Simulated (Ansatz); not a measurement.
Here is an Ansatz 0.2.0 calculation.

input.yaml

```yaml
crystal:
  lattice:
    - [2.559533, 0.0, 0.0]
    - [0.0, 2.559533, 0.0]
    - [0.0, 0.0, 2.559533]
  atoms:
    - { symbol: F, position: [0.5, 0.5, 0.5] }
    - { symbol: Li, position: [0.0, 0.0, 0.0] }
kpoints:
  mp_grid: { grid: [10, 10, 10] }
scf:
  occupations: { method: fermi_dirac, width: 0.05 }
hamiltonian:
  xc: pbesol
  pseudopotentials: { kind: all_electron, lapw: { basis_error: 0.001 } }
output:
  forces: true
  stress: true
relax:
  f_tol: 0.02
  max_steps: 60
  cell: { p_target: 10.0 }
```

Potentials or basis: all-electron LAPW, scalar-relativistic.

Launch:

```sh
$ ansatz run input.yaml --threads 1 --pin off --max-ram 3072MiB --backend cpu --events-out ev --progress --plain --runs-dir out
```

(1) Predict the band gap on the k mesh.

(2) Predict the relaxed cell.

## Answers

(1) 8.71 eV.

(2) a = 2.433 Å, b = 2.433 Å, c = 2.433 Å, α = 90.00°, β = 90.00°, γ = 90.00°.
